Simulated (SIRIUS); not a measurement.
Runs of SIRIUS 7.10.0 on ZrB2. It takes space group P6/mmm (No. 191, hexagonal). The conventional cell has a = 3.170 Å, b = 3.170 Å, c = 3.533 Å, α = 90.00°, β = 90.00°, γ = 120.00°. Around Zr (site symmetry 6/mmm) lie 12 B at 2.54 Å. Around B (site symmetry -6m2) lie 3 B at 1.83 Å. 

| task | level | potentials or basis | cell | k mesh | cutoff (eV) | radial cutoff for the potentials' integrals | mesh quality | V0 of scaled cells (Å³/atom) | B0 (GPa) |
| --- | --- | --- | --- | --- | --- | --- | --- | --- | --- |
| eos task | PBE | SG15 1.2 PBE (norm-conserving) | as given | 5 × 5 × 4 | 1054 | 6.5 bohr | coarse | (a) | 238 |
| eos task | PBE | in-house norm-conserving set, PBE (scalar relativistic) | as given | 5 × 5 × 4 | 1127 | 6.5 bohr | coarse | 10.29 | 238 |
| eos task | PBE | PseudoDojo 0.4.1 PBE standard (scalar relativistic) | as given | 5 × 5 × 4 | 1054 | 6.5 bohr | coarse | 10.29 | 239 |
| eos task | PBE | GBRV 1.5 PBE (ultrasoft) | as given | 5 × 5 × 4 | 557 | - | coarse | 10.28 | 238 |

Alike in all rows: no spin polarisation; smearing fermi-dirac 0.05 eV.

Question: Estimate the missing entries.

Answer: (a) 10.26.

Caveats: all runs use coarse meshes; the cell was scaled at fixed shape and fractional positions, which overstates the stiffness of a crystal with free parameters, most of all of layers and chains.
